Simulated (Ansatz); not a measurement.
Si (P6_3/mmc)

Computed with DFT r2SCAN, scalar-relativistic, plane waves, PAW in Ansatz.

Settings: cutoff 500 eV, Γ-centred mesh 12×12×6 on the computed 4-atom cell, Gaussian smearing of 0.02 eV; no spin polarisation.

The structure is relaxed at this level of theory with its symmetry kept. This form isn't the element's structure at ambient conditions.

```
CELL_PARAMETERS angstrom
3.83191 0.00000 0.00000
-1.91595 3.31853 0.00000
0.00000 0.00000 6.34182
ATOMIC_POSITIONS crystal
Si 0.33333 0.66667 0.06309
Si 0.66667 0.33333 0.56309
Si 0.33333 0.66667 0.43691
Si 0.66667 0.33333 0.93691
```

| Property | Result |
| --- | --- |
| Space group | P6_3/mmc (No. 194) |
| Volume per atom | 20.16 Å³ |
| Formation energy from the elements' standard states (uncorrected) | +0.012 eV/atom |
| Generalised Kohn–Sham band gap | 0.61 eV, indirect from Γ to M |
| Löwdin character of the top 1 eV of the valence band | Si 3p 97 % |
| Löwdin character of the lowest 1 eV of the conduction band | Si 3p 54 %, Si 3s 31 %, unprojected 15 % |
| Electron masses at the edge by Cartesian direction of the standard setting (m_e; degenerate bands sorted by energy; no spin-orbit coupling) | x: 0.11; y: 1.1; z: 1.1 |
| Hole masses at the edge by Cartesian direction of the standard setting (m_e; degenerate bands sorted by energy; no spin-orbit coupling) | x: 0.54, 0.13; y: 0.54, 0.13; z: 0.53, 0.53 |
| Bulk modulus | 97 GPa |
| Its pressure derivative | 4.2 |
| Electronic dielectric constant xx, yy, zz of the standard setting (independent particles) | 11.7, 11.7, 12.6 |
| Bader charges (e) | Si (4 in the cell) 0.00 |